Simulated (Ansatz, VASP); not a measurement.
# One calculation of Cd, two programs

Contents of INCAR:

```
SYSTEM = Cd
ALGO = Normal ; EDIFF = 1E-6
ENCUT = 520 ; GGA = PE
ISIF = 2 ; ISMEAR = -1
LASPH = .True. ; LCHARG = .False.
LREAL = .False. ; LWAVE = .False.
NBANDS = 12 ; NELM = 80
PREC = Accurate ; SIGMA = 0.04
```

The input KPOINTS:

```
k-points
0
Gamma
  5 5 5
  0 0 0
```

File POSCAR:

```
Cd
1.0
   -1.7843220000      1.7843220000      1.7843220000
    1.7843220000     -1.7843220000      1.7843220000
    1.7843220000      1.7843220000     -1.7843220000
Cd
1
Direct
    0.0000000000      0.0000000000      0.0000000000
```

File input.yaml:

```yaml
crystal:
  lattice:
    - [-1.784322, 1.784322, 1.784322]
    - [1.784322, -1.784322, 1.784322]
    - [1.784322, 1.784322, -1.784322]
  atoms:
    - { symbol: Cd, position: [0.0, 0.0, 0.0] }
kpoints:
  mp_grid: { grid: [5, 5, 5] }
scf:
  occupations: { method: fermi_dirac, width: 0.04 }
hamiltonian:
  xc: pbe
  pseudopotentials: { kind: all_electron, lapw: { basis_error: 0.002 } }
output:
  forces: true
  stress: true
  eigenvalues: true
```

This isn't the form of Cd at room conditions, which is hcp.

Alike in both runs: task single point; functional PBE; k mesh 5 × 5 × 5; occupations fermi-dirac, width 0.04 eV; no spin polarisation.

|  | VASP | Ansatz |
| --- | --- | --- |
| version | VASP 6.6.1 | Ansatz 0.2.0 |
| potentials or method | VASP PAW PBE potentials, release 64 (Cd) | all-electron LAPW, scalar-relativistic |
| plane-wave cutoff (eV) | 520 | see its input |

VASP gave:

* gap on the k mesh at the Fermi level (eV): none
* pressure (GPa): 0.2

Q: What did Ansatz give for the same quantities?

A: gap on the k mesh at the Fermi level (eV): none; pressure (GPa): -0.1.

A gap of «none» marks a metal or a gap that the smearing closes. Ansatz ran all-electron here, so the differences hold the error of VASP's frozen core and of both bases.

Caveats: the k mesh is coarse (spacing up to 0.50 Å⁻¹), so the values aren't converged.
